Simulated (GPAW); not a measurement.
# Ru (P6_3/mmc) in GPAW: a series of runs, part 2 of 3

GPAW 26.7.0. Earlier steps stand in the parts before.

## 3. Band structure, PBE

run.py

```python
from ase.dft.bandgap import bandgap
from ase.io import read, write
from ase.units import GPa
from gpaw import GPAW, PW

atoms = read('POSCAR')

calc = GPAW(mode=PW(600),
            xc='PBE',
            kpts={'size': (8, 8, 5), 'gamma': True},
            occupations={'name': 'fermi-dirac', 'width': 0.05},
            setups={'Ru': '8'},
            nbands=-13,
            convergence={'density': 1e-05, 'energy': 1e-05},
            maxiter=150,
            txt='gpaw.txt')
atoms.calc = calc
energy = atoms.get_potential_energy()
forces = atoms.get_forces()
stress = atoms.get_stress()
calc.write('gs.gpw')
write('result.traj', atoms)
print(f'Energy: {energy:.6f} eV')
print('Forces (eV/A):')
print(forces.round(4))
print('Stress (GPa):', (stress / GPa).round(3))
print('Fermi level:', round(calc.get_fermi_level(), 4), 'eV')
print(f'Gap: {bandgap(calc)[0]:.4f} eV, direct: {bandgap(calc, direct=True)[0]:.4f} eV')

path = atoms.cell.bandpath('GMKGALHA,LM,KH', npoints=60, eps=1e-4)
bs_calc = calc.fixed_density(kpts=path, symmetry='off', nbands=-21,
                             convergence={'bands': 'CBM+6.0', 'eigenstates': 1e-6}, txt='bands.txt')
bs = bs_calc.band_structure()
bs.write('bs.json')
print(f'Gap on the path: {bandgap(bs_calc)[0]:.4f} eV')
```

POSCAR

```
Ru
1.0
    2.7058000000      0.0000000000      0.0000000000
   -1.3529000000      2.3432915376      0.0000000000
    0.0000000000      0.0000000000      4.2819000000
Ru
2
Direct
    0.6666666667      0.3333333333      0.7500000000
    0.3333333333      0.6666666667      0.2500000000
```

Potentials or basis: GPAW PAW data sets (gpaw-data 1.2.1), other valence, pw.

Run with:

```console
$ OMP_NUM_THREADS=1 python run.py
```

gpaw.txt:

```text
__  _  _
 | _ |_)|_||  |
 |__||  | ||/\| - 26.7.0

Input parameters:
  mode=PW(ecut=600.0),
  convergence={'density': 1e-05, 'energy': 1e-05},
  kpts=MonkhorstPack(size=(8, 8, 5), gamma=True),
  maxiter=150,
  nbands=-13,
  occupations=Occupations(name='fermi-dirac', width=0.05),
  setups={'Ru': '8'},
  xc=XC(name='PBE')

Diagonalizing LCAO Hamiltonian
Converting LCAO to pw mode

          Ru

        Ru

Atoms  # Å, Bohr magnetons
|   | symbol |         x |        y |        z |    initial magnetic moments |
|---|--------|-----------|----------|----------|-----------------------------|
| 0 |     Ru |  1.352900 | 0.781097 | 3.211425 | ( 0.0000,  0.0000,  0.0000) |
| 1 |     Ru | -0.000000 | 1.562194 | 1.070475 | ( 0.0000,  0.0000,  0.0000) |

Unit cell  # Å
| periodic |         x |        y |        z |  lengths |     angles |
|----------|-----------|----------|----------|----------|------------|
|      yes |  2.705800 | 0.000000 | 0.000000 | 2.705800 |  90.000000 |
|      yes | -1.352900 | 2.343292 | 0.000000 | 2.705800 |  90.000000 |
|      yes |  0.000000 | 0.000000 | 4.281900 | 4.281900 | 120.000000 |

Number of symmetries: 12
Symmetry operations  # r_c * U_cc + t_c -> r_c
|    | kind |            matrix            |
|----|------|------------------------------|
|  0 |  σ   |  1, 1, 0,  0,-1, 0,  0, 0, 1 |
|  1 |  S6  |  1, 1, 0, -1, 0, 0,  0, 0,-1 |
|  2 |  E   |  1, 0, 0,  0, 1, 0,  0, 0, 1 |
|  3 |  C2  |  1, 0, 0, -1,-1, 0,  0, 0,-1 |
|  4 |  C2  |  0, 1, 0,  1, 0, 0,  0, 0,-1 |
|  5 |  C3  |  0, 1, 0, -1,-1, 0,  0, 0, 1 |
|  6 |  S6  |  0,-1, 0,  1, 1, 0,  0, 0,-1 |
|  7 |  σ   |  0,-1, 0, -1, 0, 0,  0, 0, 1 |
|  8 |  σ   | -1, 0, 0,  1, 1, 0,  0, 0, 1 |
|  9 |  i   | -1, 0, 0,  0,-1, 0,  0, 0,-1 |
| 10 |  C3  | -1,-1, 0,  1, 0, 0,  0, 0, 1 |
| 11 |  C2  | -1,-1, 0,  0, 1, 0,  0, 0,-1 |

BZ-sampling:
  Number of BZ points: 320
  Number of IBZ points: 40

  Monkhorst-Pack size: [8, 8, 5]
  Monkhorst-Pack shift: [0.0625, 0.0625, 0.0]

K-points  # in reciprocal-cell coordinates
|     |                                coordinates |     weight |
|-----|--------------------------------------------|------------|
|   0 | (  0.00000000,   0.00000000,   0.00000000) | 0.00312500 |
|   1 | (  0.00000000,   0.00000000,   0.20000000) | 0.00625000 |
|   2 | (  0.00000000,   0.00000000,   0.40000000) | 0.00625000 |
|   3 | (  0.12500000,   0.00000000,  -0.40000000) | 0.01875000 |
|   4 | (  0.12500000,   0.00000000,  -0.20000000) | 0.01875000 |
|   5 | (  0.12500000,   0.00000000,   0.00000000) | 0.01875000 |
|   6 | (  0.12500000,   0.00000000,   0.20000000) | 0.01875000 |
|   7 | (  0.12500000,   0.00000000,   0.40000000) | 0.01875000 |
|   8 | (  0.25000000,  -0.12500000,   0.00000000) | 0.01875000 |
|   9 | (  0.25000000,  -0.12500000,   0.20000000) | 0.03750000 |
| ... |                                            |            |
|  39 | (  0.50000000,   0.50000000,   0.40000000) | 0.01875000 |

Plane wave coefficients: 929
Cutoff: 600.0 eV

Spin-components: 1 (collinear spins)
Bands:           21
Projectors:      12
Spin-degeneracy: 2
Datatype:        complex128

Density:
  Valence electrons: 16.0
  Components: 1
  Grid points: [16 16 25]
  Charge: 0.0  # |e|

Potential:
  Grid points: [16 16 25]

species:
  Ru:
    name:    Ruthenium
    Z:       44.0
    valence: 8
    core:    36
    charge:  0.0  # [|e|]
    compensation charges:
      type: gauss
      rc: 0.44  # [Å]
      lmax: 2
    cutoffs:
      filter: 2.43  # [Å]
      core: 3.17  # [Å]
    projectors
    | kind |    occ | energy [eV] | rcut [Å] |
    |------|--------|-------------|----------|
    |   5s |  1.000 |      -4.237 |    1.376 |
    |   5p |  0.000 |      -0.913 |    1.376 |
    |   4d |  7.000 |      -5.203 |    1.376 |
    |    s |        |      22.975 |    1.376 |
    |    p |        |      26.298 |    1.376 |
    |    d |        |      22.008 |    1.376 |

    Using partial waves for Ru as LCAO basis

Reference energy: -246490.249941  # eV

eigensolver:
  PPCG
  Converge bands: occupied
  niter=2

density mixing:
  MSR1-Mixer
  Pratt-step length: 0.05
  Maximum mixing coefficient: 0.75
  Old densities: 10
  SVD Regularization: 0.005
  Good broyden scale: 1.0
  Trust region scale: 1.0
  Backstep threshold: 4.0
  History deletion threshold: 6.0
  Fourier metric: weight=20.0, sigma=0.015

occupation numbers:
  Fermi-Dirac:
    width: 0.0500  # eV

poisson solver:
  ecut: 4800.0  # eV

xc functional:
  name: PBE with 2 nearest neighbor stencil

convergence criteria:
- Maximum integral of absolute [dens]ity change: 1e-05 electrons / valence electron
- Maximum [total energy] change in last 3 cyles: 1e-05 eV / valence electron
- Maximum integral of absolute [eigenst]ate change: 4e-08 eV^2 / valence electron
maximum number of iterations: 150

SCF iterations
|iter     | |      energy | eigst |  dens |
|---------|-|-------------|-------|-------|
|iter:   1| |  -19.555307 | +0.28 |       |
|iter:   2| |  -19.259232 | -2.05 | -0.78 |
|iter:   3| |  -18.026036 | -1.43 | -0.82 |
|iter:   4| |  -18.021105 | -3.05 | -2.00 |
|iter:   5| |  -18.021648 | -2.93 | -2.33 |
|iter:   6| |  -18.021732 | -5.33 | -3.21 |
|iter:   7| |  -18.021728c| -6.28 | -3.52 |
|iter:   8| |  -18.021728c| -7.83c| -4.49 |
|iter:   9| |  -18.021728c| -8.22c| -4.84 |
|iter:  10| |  -18.021728c| -8.49c| -5.28c|

Converged in 10 steps
Energy contributions relative to reference atoms: (reference = -246490.249941)

Energy contributions:
  Kinetic:         -22.042798
  Coulomb:          14.056707
  Zero:              0.551240
  External:          0.000000
  Xc:              -10.582104
  Entropy:          -0.009544
  Spinorbit:         0.000000
  ----------------------------
  Free energy:     -18.026500
  Extrapolated:    -18.021728

dipole moment: (-0.000006, -0.000010, -0.000017)  # |e|*Ang

Fermi level: 11.626
Eigenvalues  # (at kpt = [0.000, 0.000, 0.000])
| band index |      eig [eV] | occ [0-2] |
|------------|---------------|-----------|
|          0 |         3.647 |     2.000 |
|          1 |         5.472 |     2.000 |
|          2 |         9.043 |     2.000 |
|          3 |         9.043 |     2.000 |
|          4 |         9.210 |     2.000 |
|          5 |         9.722 |     2.000 |
|          6 |         9.722 |     2.000 |
|          7 |        10.241 |     2.000 |
|          8 |        10.241 |     2.000 |
|          9 |        12.810 |     0.000 |
|         10 |        12.810 |     0.000 |
|         11 |        12.950 |     0.000 |
|         12 |        22.005 |     0.000 |
|         13 |        28.322 |     0.000 |
|         14 |        31.588 |     0.000 |
|         15 |        31.898 |     0.000 |
|         16 |        35.777 |     0.000 |
|        ... |               |           |
|         20 |        37.515 |     0.000 |

No gap
No difference between direct/indirect transitions

Forces  # eV/Ang
|        x |        y |        z |
|----------|----------|----------|
| -0.00000 | -0.00000 | -0.00000 |  # Ru   0
|  0.00000 |  0.00000 |  0.00000 |  # Ru   1

Stress tensor  # eV/Ang^3
|         x |         y |         z |
|-----------|-----------|-----------|
| -0.074699 | -0.000000 |  0.000000 |
|  0.000000 | -0.074699 |  0.000000 |
|  0.000000 |  0.000000 | -0.075571 |

# Writing to gs.gpw (mode='')
```

stdout:

```text
Energy: -18.021728 eV
Forces (eV/A):
[[-0. -0. -0.]
 [ 0.  0.  0.]]
Stress (GPa): [-11.968 -11.968 -12.108   0.      0.     -0.   ]
Fermi level: 11.626 eV
Gap: 0.0000 eV, direct: 0.0000 eV
Gap on the path: 0.0000 eV
```

bands.txt:

```text
Diagonalizing LCAO Hamiltonian
Converting LCAO to pw mode
convergence criteria:
- Maximum integral of absolute [eigenst]ate change: 1e-06 eV^2 / valence electron
maximum number of iterations: 150

SCF iterations
|iter     | |      energy | eigst |  dens |
[... 66 lines left out ...]
         [0.5       , 0.        , 0.3       ],
         [0.5       , 0.        , 0.2       ],
         [0.5       , 0.        , 0.1       ],
         [0.5       , 0.        , 0.        ],
         [0.33333333, 0.33333333, 0.        ],
         [0.33333333, 0.33333333, 0.125     ],
         [0.33333333, 0.33333333, 0.25      ],
         [0.33333333, 0.33333333, 0.375     ],
         [0.33333333, 0.33333333, 0.5       ]])),
  maxiter=150,
  nbands=-21,
  occupations=Occupations(name='fermi-dirac', width=0.05),
  setups={'Ru': '8'},
  symmetry=Symmetry(point_group=False, time_reversal=False),
  xc=XC(name='PBE')
```

Run time: 21 s. Hardware: 1 thread of Arm Neoverse V2, shared host; peak memory 0.2 GiB.

Results:

- Free energy: -18.0265 eV
- Pressure: 12.0 GPa
- Band gap along the path: none (metal or under the smearing width)

Stress tensor (GPa, compression positive):
```
11.97  0.00  0.00
 0.00 11.97  0.00
 0.00  0.00 12.11
```

Levels at the corners of the path, in eV from the Fermi level:
```
point  band 5  band 6  band 7  band 8  band 9  band 10  band 11  band 12
    Γ   -2.42   -1.90   -1.90   -1.39   -1.39     1.18     1.18     1.32
    M   -2.07   -1.79   -1.53    1.42    1.83     1.89     4.07     6.17
    K   -2.83   -2.83   -1.06    1.01    1.01     1.42     7.12     7.45
    Γ   -2.42   -1.90   -1.90   -1.39   -1.39     1.18     1.18     1.32
    A   -2.76   -2.76   -2.70   -2.70    0.54     0.54     0.54     0.54
    L   -1.05   -1.05    0.47    0.47    1.67     1.67     3.43     3.43
    H   -2.70   -2.70   -1.16   -1.16    1.24     1.24     8.48     8.48
    A   -2.76   -2.76   -2.70   -2.70    0.54     0.54     0.54     0.54
    L   -1.05   -1.05    0.47    0.47    1.67     1.67     3.43     3.43
    M   -2.07   -1.79   -1.53    1.42    1.83     1.89     4.07     6.17
    K   -2.83   -2.83   -1.06    1.01    1.01     1.42     7.12     7.45
    H   -2.70   -2.70   -1.16   -1.16    1.24     1.24     8.48     8.48
```

## 4. Elastic constants, r2SCAN, 13.57 Å³/atom

run.py

```python
import json
import numpy as np
import spglib
from ase.constraints import FixSymmetry
from ase.filters import FrechetCellFilter
from ase.io import read, write
from ase.optimize import BFGS
from ase.stress import full_3x3_to_voigt_6_stress, voigt_6_to_full_3x3_strain, voigt_6_to_full_3x3_stress
from ase.units import GPa
from gpaw import GPAW, PW

atoms = read('POSCAR')

calc = GPAW(mode=PW(600),
            xc='MGGA_X_R2SCAN+MGGA_C_R2SCAN',
            kpts={'size': (8, 8, 5), 'gamma': True},
            occupations={'name': 'fermi-dirac', 'width': 0.05},
            nbands=29,
            convergence={'density': 1e-06, 'forces': 0.0001, 'eigenstates': 1e-09},
            maxiter=150,
            txt='gpaw.txt')
atoms.calc = calc
atoms.set_constraint(FixSymmetry(atoms))
BFGS(FrechetCellFilter(atoms), trajectory='relax.traj', logfile='-').run(fmax=0.005, steps=40)
atoms.set_constraint()
energy = atoms.get_potential_energy()
forces = atoms.get_forces()
stress = atoms.get_stress()
calc.write('gs.gpw')
write('result.traj', atoms)
print('Cell:', atoms.cell.cellpar().round(4))
print(atoms.get_scaled_positions().round(5))

gpts = tuple(int(n) for n in calc.get_number_of_grid_points())
cell = atoms.cell[:].T
dataset = spglib.get_symmetry((atoms.cell[:], atoms.get_scaled_positions(), atoms.numbers), symprec=1e-4)
rotations = [cell @ w @ np.linalg.inv(cell) for w in dataset['rotations']]
strains, clamped, relaxed = [], [], []
for v in [0, 2, 3]:
    for e in (-0.005, 0.005):
        voigt = np.zeros(6)
        voigt[v] = e
        F = voigt_6_to_full_3x3_strain(voigt)
        a = atoms.copy()
        a.set_cell(atoms.cell[:] @ F, scale_atoms=True)
        c = GPAW(mode=PW(600),
                 xc='MGGA_X_R2SCAN+MGGA_C_R2SCAN',
                 kpts={'size': (8, 8, 5), 'gamma': True},
                 occupations={'name': 'fermi-dirac', 'width': 0.05},
                 nbands=29,
                 convergence={'density': 1e-06, 'forces': 0.0001, 'eigenstates': 1e-09},
                 maxiter=150,
                 gpts=gpts,
                 txt=f'strain-{v}{e:+.3f}.txt')
        a.calc = c
        s0 = s1 = a.get_stress() - stress
        BFGS(a, logfile=None).run(fmax=0.003, steps=25)
        s1 = a.get_stress() - stress
        print(v, e, 'clamped', (s0 / GPa).round(3), 'relaxed', (s1 / GPa).round(3), flush=True)
        for R in rotations:  # images under the point group
            eps = R @ (F - np.eye(3)) @ R.T
            strains.append(full_3x3_to_voigt_6_stress(eps) * [1, 1, 1, 2, 2, 2])
            for s, rows in ((s0, clamped), (s1, relaxed)):
                rows.append(full_3x3_to_voigt_6_stress(R @ voigt_6_to_full_3x3_stress(s) @ R.T))

C0, C = (np.linalg.lstsq(np.array(strains), np.array(s), rcond=None)[0].T / GPa for s in (clamped, relaxed))
print('Clamped-ion Cij (GPa):')
print(C0.round(1))
print('Relaxed-ion Cij (GPa):')
print(C.round(1))
json.dump({'clamped': C0.tolist(), 'relaxed': C.tolist()}, open('elastic.json', 'w'))
```

POSCAR is that of step 3.

Potentials or basis: GPAW PAW data sets (gpaw-data 1.2.1), pw.

Run with:

```console
$ OMP_NUM_THREADS=1 python run.py
```

Wall time 9.5 min (1 thread of AMD EPYC 9R45 (Zen 5), shared host); peak memory 1 GiB.

It converged, with:

```
Free energy                                  : -43.2396 eV
Relaxed volume                               : 13.54 Å³/atom
Relaxed cell                                 : a = 2.706 Å, b = 2.706 Å, c = 4.270 Å, α = 90.00°, β = 90.00°, γ = 120.00°
Space group after relaxing (to 0.05 Å)       : P6_3/mmc (No. 194)
Pressure after relaxing                      : 0.0 GPa
Band gap on the k mesh                       : none (metal or under the smearing width)
Voigt bulk modulus                           : 332 GPa
Bulk modulus (Hill)                          : 332 GPa
Shear modulus (Hill)                         : 208 GPa
Young's modulus                              : 515 GPa
Poisson's ratio (from the elastic constants) : 0.24
```

Caveat: the density grid can change from cell to cell, which puts small steps into energies and stress; elastic constants of metals need much finer meshes, so these are rough; the PAW data sets were made with another functional, which shifts forces and pressure a little.

## 5. Band structure, PBEint, spin-orbit coupling, no magnetisation

run.py

```python
import numpy as np
from ase.dft.bandgap import bandgap
from ase.io import read, write
from ase.units import GPa
from gpaw import GPAW, PW, setup_paths
from gpaw.spinorbit import soc_eigenstates

setup_paths.insert(0, '.')

atoms = read('Ru.cif')

calc = GPAW(mode=PW(600),
            xc='GGA_X_PBEINT+GGA_C_PBEINT',
            kpts={'size': (8, 8, 5), 'gamma': True},
            occupations={'name': 'fermi-dirac', 'width': 0.05},
            nbands=29,
            convergence={'density': 1e-05, 'energy': 1e-05},
            maxiter=150,
            txt='gpaw.txt')
atoms.calc = calc
energy = atoms.get_potential_energy()
forces = atoms.get_forces()
stress = atoms.get_stress()
calc.write('gs.gpw')
write('result.traj', atoms)
print(f'Energy: {energy:.6f} eV')
print('Forces (eV/A):')
print(forces.round(4))
print('Stress (GPa):', (stress / GPa).round(3))
print('Fermi level:', round(calc.get_fermi_level(), 4), 'eV')
print(f'Gap: {bandgap(calc)[0]:.4f} eV, direct: {bandgap(calc, direct=True)[0]:.4f} eV')

path = atoms.cell.bandpath('GMKGALHA,LM,KH', npoints=60, eps=1e-4)
bs_calc = calc.fixed_density(kpts=path, symmetry='off', nbands=40,
                             convergence={'bands': 'CBM+6.0', 'eigenstates': 1e-6}, txt='bands.txt')
bs = bs_calc.band_structure()
bs.write('bs.json')
print(f'Gap on the path: {bandgap(bs_calc)[0]:.4f} eV')

soc = soc_eigenstates(bs_calc, theta=54.7, phi=45)
np.savetxt('soc_bands.dat', soc.eigenvalues(), fmt='%.4f')
mesh = soc_eigenstates('gs.gpw', theta=54.7, phi=45)
np.savetxt('soc_mesh.dat', mesh.eigenvalues(), fmt='%.4f')
print('Fermi level with spin-orbit coupling:', round(mesh.fermi_level, 4), 'eV')
```

Ru.cif

```cif
data_Ru
_cell_length_a 2.70580000
_cell_length_b 2.70580000
_cell_length_c 4.28190000
_cell_angle_alpha 90.00000000
_cell_angle_beta 90.00000000
_cell_angle_gamma 120.00000000
_space_group_name_H-M_alt 'P6_3/mmc'
_space_group_name_Hall '-P 6c 2c'
_space_group_IT_number 194
loop_
_space_group_symop_operation_xyz
'x,y,z'
'-x,-y,-z'
'x-y,x,z+1/2'
'-x+y,-x,-z+1/2'
'-y,x-y,z'
'y,-x+y,-z'
'-x,-y,z+1/2'
'x,y,-z+1/2'
'-x+y,-x,z'
'x-y,x,-z'
'y,-x+y,z+1/2'
'-y,x-y,-z+1/2'
'-y,-x,-z+1/2'
'y,x,z+1/2'
'-x,-x+y,-z'
'x,x-y,z'
'-x+y,y,-z+1/2'
'x-y,-y,z+1/2'
'y,x,-z'
'-y,-x,z'
'x,x-y,-z+1/2'
'-x,-x+y,z+1/2'
'x-y,-y,-z'
'-x+y,y,z'
loop_
_atom_site_label
_atom_site_type_symbol
_atom_site_symmetry_multiplicity
_atom_site_Wyckoff_symbol
_atom_site_fract_x
_atom_site_fract_y
_atom_site_fract_z
_atom_site_occupancy
Ru1 Ru 2 c 0.6666666667 0.3333333333 0.7500000000 1
```

Potentials or basis: PAW data sets generated in the run's folder for this functional, pw.

Run with:

```console
$ gpaw-setup -f GGA_X_PBEINT+GGA_C_PBEINT Ru
$ OMP_NUM_THREADS=1 python run.py
```

It took 28 s on 1 thread of Arm Neoverse V2, shared host; peak memory 0.26 GiB.

The run converged. Its results:

* Free energy: -20.2330 eV
* Pressure: -5.3 GPa
* Band gap along the path: none (metal or under the smearing width)

Stress tensor (GPa, compression positive):
```
-5.03  0.00  0.00
 0.00 -5.03  0.00
 0.00  0.00 -5.92
```

Levels at the corners of the path, in eV from the Fermi level:
| point | band 29 | band 30 | band 31 | band 32 | band 33 | band 34 | band 35 | band 36 |
| --- | --- | --- | --- | --- | --- | --- | --- | --- |
| Γ | -1.75 | -1.75 | -1.41 | -1.41 | -1.27 | -1.27 | 1.11 | 1.11 |
| M | -1.49 | -1.49 | 1.45 | 1.45 | 1.80 | 1.80 | 2.00 | 2.00 |
| K | -1.04 | -1.04 | 0.95 | 0.95 | 1.10 | 1.10 | 1.45 | 1.45 |
| Γ | -1.75 | -1.75 | -1.41 | -1.41 | -1.27 | -1.27 | 1.11 | 1.11 |
| A | -2.60 | -2.60 | -2.60 | -2.60 | 0.53 | 0.53 | 0.53 | 0.53 |
| L | 0.45 | 0.45 | 0.45 | 0.45 | 1.71 | 1.71 | 1.71 | 1.71 |
| H | -1.27 | -1.27 | -1.05 | -1.05 | 1.22 | 1.22 | 1.27 | 1.27 |
| A | -2.60 | -2.60 | -2.60 | -2.60 | 0.53 | 0.53 | 0.53 | 0.53 |
| L | 0.45 | 0.45 | 0.45 | 0.45 | 1.71 | 1.71 | 1.71 | 1.71 |
| M | -1.49 | -1.49 | 1.45 | 1.45 | 1.80 | 1.80 | 2.00 | 2.00 |
| K | -1.04 | -1.04 | 0.95 | 0.95 | 1.10 | 1.10 | 1.45 | 1.45 |
| H | -1.27 | -1.27 | -1.05 | -1.05 | 1.22 | 1.22 | 1.27 | 1.27 |

Caveat: spin-orbit coupling was added after a scalar SCF, so levels and gaps hold it while energy, forces, pressure and moments don't; this program's spin-orbit splittings come out too wide for heavy elements.

(Continued in part 3 of 3.)
